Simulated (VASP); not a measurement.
# Pt (Fm-3m) in VASP: single point with PBEsol

Aim: the single point of Pt with PBEsol.

Program: VASP 6.6.1. These are calculated values, not measurements. Logs are shortened: lines on timing, memory, paths and dates and some standing lists are left out, and cuts for length are marked.

### 1 The crystal as given

It takes space group Fm-3m (No. 225, cubic). Conventional cell: a = 3.916 Å, b = 3.916 Å, c = 3.916 Å, α = 90.00°, β = 90.00°, γ = 90.00°. Pt (site symmetry m-3m) is surrounded by 12 Pt at 2.77 Å.

### 2 Single point, PBEsol

The input, INCAR:

```
PREC = Accurate ; ENCUT = 520
EDIFF = 1E-6 ; ISMEAR = 1
SIGMA = 0.1 ; LREAL = False
LASPH = True ; NELM = 80
ALGO = Normal ; ISIF = 2
LWAVE = False ; LCHARG = False
GGA = PS ; ICORELEVEL = 1
```

The input, KPOINTS:

```
Automatic mesh
0
Gamma
  14 10 38
```

The input, POSCAR:

```
Pt
1.0
    2.7689424700      0.0000000000      0.0000000000
    0.0000000000      3.9158760000      0.0000000000
    1.3844712400      1.9579380000      1.3844712400
Pt
1
Direct
    0.0000000000      0.0000000000      0.0000000000
```

Potentials or basis: VASP PAW PBE potentials, release 64 (Pt).

Started as:

```bash
> cat potpaw_PBE.64/Pt/POTCAR > POTCAR
> mpirun -np 1 vasp_std > vasp.out
```

OUTCAR:

```text
PREC = Accurate
   ENCUT = 520
   EDIFF = 1E-6
   ISMEAR = 1
   LREAL = False
   LASPH = True
   NELM = 80
   ISIF = 2
   GGA = PS

 ion  position               nearest neighbor table
   1  0.000  0.000  0.000-

  LATTYP: Found a face centered cubic cell.
 ALAT       =     3.9158759973

  Lattice vectors:

 A1 = (   1.3844712300,  -1.9579380000,  -1.3844712400)
 A2 = (   2.7689424700,   0.0000000000,   0.0000000000)
 A3 = (   1.3844712400,  -1.9579380000,   1.3844712400)

Analysis of symmetry for initial positions (statically):
=====================================================================
 Subroutine PRICEL returns:
 Original cell was already a primitive cell.

 Routine SETGRP: Setting up the symmetry group for a
 face centered cubic supercell.

 Subroutine GETGRP returns: Found 48 space group operations
 (whereof 48 operations were pure point group operations)
 out of a pool of 48 trial point group operations.

The static configuration has the point symmetry O_h .

Analysis of symmetry for dynamics (positions and initial velocities):
=====================================================================
 Subroutine PRICEL returns:
 Original cell was already a primitive cell.

 Routine SETGRP: Setting up the symmetry group for a
 face centered cubic supercell.

 Subroutine GETGRP returns: Found 48 space group operations
 (whereof 48 operations were pure point group operations)
 out of a pool of 48 trial point group operations.

The dynamic configuration has the point symmetry O_h .

 Subroutine INISYM returns: Found 48 space group operations
 (whereof 48 operations are pure point group operations),
 and found     1 'primitive' translations

----------------------------------------------------------------------------------------

                                     Primitive cell

  volume of cell :      15.0116

  direct lattice vectors                    reciprocal lattice vectors
     2.768942470  0.000000000  0.000000000     0.361148710  0.000000000 -0.361148710
     0.000000000  3.915876000  0.000000000     0.000000000  0.255370701 -0.361148708
     1.384471240  1.957938000  1.384471240     0.000000000  0.000000000  0.722297417

  length of vectors
     2.768942470  3.915876000  2.768942477     0.510741403  0.442315029  0.722297417

  position of ions in fractional coordinates (direct lattice)
     0.000000000  0.000000000  0.000000000
[... 100 lines left out ...]
   EDIFFG = 0.1E-04   stopping-criterion for IOM
   NSW    =      0    number of steps for IOM
   IBRION =     -1    ionic relax: 0-MD 1-quasi-New 2-CG
   NFREE  =      0    steps in history (QN), initial steepest desc. (CG)
   ISIF   =      2    stress and relaxation
   ISYM   =      2    0-nonsym 1-usesym 2-fastsym
   POTIM  = 0.5000    time-step for ionic-motion
   TEBEG  =    0.0;   TEEND  =   0.0 temperature during run
   PSTRESS=    0.0 pullay stress
   NELECT =      10.0000    total number of electrons
   NUPDOWN=      -1.0000    fix difference up-down
   EMIN   =  10.00;   EMAX   =-10.00  energy-range for DOS
   EFERMI =   0.00;   METHOD = LEGACY
   ISMEAR =     1;   SIGMA  =   0.10  broadening in eV -4-tet -1-fermi 0-gaus
   EFERMI_NEDOS =   21; number of points for ismear=-14 and -15
   IALGO  =     38    algorithm
   IMIX   =      4    mixing-type and parameters
     AMIX     =   0.40;   BMIX     =  1.00
     AMIX_MAG =   1.60;   BMIX_MAG =  1.00
  volume/ion in A,a.u.               =      15.01       101.30
  Fermi-wavevector in a.u.,A,eV,Ry     =   1.429769  2.701872 27.813568  2.044240
  Thomas-Fermi vector in A             =   2.549687
   LORBIT       =      0    0 simple, 1 ext, 2 COOP (PROOUT), +10 PAW based schemes
   GGA     = PS    functional components
   LHFCALC =     F    Hartree Fock is set to
   AEXX    =    0.0000 exact exchange contribution
   IVDW    =     0    specifies the selected vdW correction
   LEPSILON=     F    determine dielectric tensor
   LRPA    =     F    only Hartree local field effects (RPA)
 non-spin polarized calculation
 Methfessel and Paxton  Order N= 1 SIGMA  =   0.10
  energy-cutoff  :      520.00
  volume of cell :       15.01
 maximum number of plane-waves:       415
 NGX is ok and might be reduce to    24
   NGX = 11   NGY = 15   NGZ = 11

 number of electron      10.0000000 magnetization

 Free energy of the ion-electron system (eV)
  ---------------------------------------------------
  ext. energy  EPLUGINS =         0.00000000
  ---------------------------------------------------
  free energy    TOTEN  =        -6.96497213 eV

  energy without entropy =       -6.96503230  energy(sigma->0) =       -6.96499219

 the core state eigenenergies are
   1-  1s -78387.2397  2s -13756.8918  2p -11917.1612  3s  -3220.7492  3p  -2685.2498
       3d  -2105.6228  4s   -681.0533  4p   -505.4968  4d   -292.5707  4f    -55.9800
       5s    -87.4471  5p    -41.5483

 E-fermi :  11.1775     XC(G=0): -13.6554

 val. band max:       11.1760242746   @ k =   0.4286   0.2000   0.1316
 cond. band min:      11.1775733860   @ k =   0.0000  -0.4000   0.1842
 fundamental gap:      0.0015491114
 Fermi energy:        11.1774843467

 k-point     1 :       0.0000    0.0000    0.0000
  band No.  band energies     occupation
      1       0.8370      2.00000
      2       7.3510      2.00000
      3       7.3510      2.00000
      4       7.3510      2.00000
      5       9.5467      2.00000
      6       9.5467      2.00000
      7      25.7965      0.00000
      8      30.7805      0.00000
      9      30.7805      0.00000
[... 265 lines left out ...]
 k-point    24 :       0.0714    0.2000    0.0000
  band No.  band energies     occupation
      1       3.0407      2.00000
      2       6.7592      2.00000
      3       7.7299      2.00000
      4       7.8774      2.00000
      5       9.4572      2.00000
      6      10.0773      2.00000
      7      24.6916      0.00000
      8      27.8106      0.00000
      9      31.9467      0.00000

 [... further k-points ...]
[... 5 lines left out ...]
  --------------------------------------------------------------------------------------
  -------------------------------------------------------------------------------------
  Total       -0.0061602     -0.0061602     -0.0061602      0.0000000      0.0000000     -0.0000000
  in kB       -0.6574710     -0.6574710     -0.6574710      0.0000000      0.0000000     -0.0000000
  external PRESSURE =      -0.6574710 kB  Pullay stress =       0.0000000 kB

 VOLUME and BASIS-vectors are now :
 -----------------------------------------------------------------------------
  energy-cutoff  :      520.00
  volume of cell :       15.01
      direct lattice vectors                 reciprocal lattice vectors
     2.768942470  0.000000000  0.000000000     0.361148710  0.000000000 -0.361148710
     0.000000000  3.915876000  0.000000000     0.000000000  0.255370701 -0.361148708
     1.384471240  1.957938000  1.384471240     0.000000000  0.000000000  0.722297417

 POSITION                                       TOTAL-FORCE (eV/Angst)
 -----------------------------------------------------------------------------------
      0.00000      0.00000      0.00000         0.000000     -0.000000      0.000000
 -----------------------------------------------------------------------------------
    total drift:                                0.000000     -0.000000     -0.000000

  FREE ENERGIE OF THE ION-ELECTRON SYSTEM (eV)
  ---------------------------------------------------
  free  energy   TOTEN  =        -6.9649721309 eV

  energy  without entropy=       -6.9650322993  energy(sigma->0) =       -6.96499219
```

stdout:

```text
POSCAR found type information on POSCAR Pt
 POSCAR found :  1 types and       1 ions
 scaLAPACK will be used
 -----------------------------------------------------------------------------
|                                                                             |
|                                                                             |
[... 21 lines left out ...]
|     Results are often still useful ...                                      |
|                                                                             |
 -----------------------------------------------------------------------------

 POSCAR, INCAR and KPOINTS ok, starting setup
 FFT: planning ... GRIDC
 FFT: planning ... GRID_SOFT
 FFT: planning ... GRID
 WAVECAR not read
 entering main loop
```

Run time: 3.3 min. Hardware: 1 thread of Intel Xeon Platinum 8488C (Sapphire Rapids), shared host; peak memory 0.48 GiB.

Results:

* Free energy: -6.9650 eV
* Pressure: -0.1 GPa
* Band gap on the k mesh: none (metal or under the smearing width)

Levels at points of the mesh, in eV from the Fermi level:
```csv
k point,band 1,band 2,band 3,band 4,band 5,band 6,band 7,band 8,band 9
"(0.00, 0.00, 0.00)",-10.34,-3.83,-3.83,-3.83,-1.63,-1.63,14.62,19.60,19.60
"(0.50, 0.00, 0.00)",-7.15,-6.69,0.03,0.51,0.51,1.71,8.89,11.36,11.36
"(0.00, 0.50, 0.00)",-7.41,-3.89,-3.89,-0.56,0.05,0.05,5.85,14.17,18.98
```

Core levels (eV, on the scale of the bands):
```tsv
atom	levels
1 Pt	1s -78387.2, 2s -13756.9, 2p -11917.2, 3s -3220.7, 3p -2685.2, 3d -2105.6, 4s -681.1, 4p -505.5, 4d -292.6, 4f -56.0, 5s -87.4, 5p -41.5
```

Caveat: the PAW data sets were made with another functional, which shifts forces and pressure a little. Spin-orbit coupling is left out, which matters for the levels of Pt.
